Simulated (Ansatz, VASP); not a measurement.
## Two plane-wave programs on SbPt

```
Sb Pt
1.0
     4.02468    0.00000    0.00000
    -2.01234    3.48547    0.00000
     0.00000    0.00000    5.34419
Sb Pt
2 2
Direct
  0.33333 0.66667 0.25000
  0.66667 0.33333 0.75000
  0.00000 0.00000 0.00000
  0.00000 0.00000 0.50000
```

Alike in both runs: functional PBEsol; k mesh 12 × 12 × 8; occupations gaussian, width 0.1 eV; no spin polarisation.

Ansatz relaxed the structure, and its values are those at the end. VASP's run is a single point on that final structure, the one shown.

|  | VASP | Ansatz |
| --- | --- | --- |
| version | VASP 6.6.1 | Ansatz 0.2.0 |
| potentials or method | VASP PAW PBE potentials, release 64 (Sb, Pt) | scalar-relativistic, plane waves, PAW |
| plane-wave cutoff (eV) | 520 | 420 |
| valence electrons in the cell | 30 | 66 |

|  | VASP | Ansatz | Ansatz less VASP |
| --- | --- | --- | --- |
| gap on the k mesh at the Fermi level (eV) | none | none | - |
| pressure (GPa) | 16.7 | 16.9 | +0.18 |

A gap of «none» marks a metal or a gap that the smearing closes. The functional is the same, so the differences come from potentials, cutoffs and numerics. The two sets of potentials don't hold the same shells in valence.

Caveats: so large a pressure means that the cell lies far from this level's equilibrium, or that cutoff or potentials fall short (VASP); the potentials were made for another functional, which shifts forces and pressure (VASP). Spin-orbit coupling is left out, which matters for the levels of Pt, Sb.
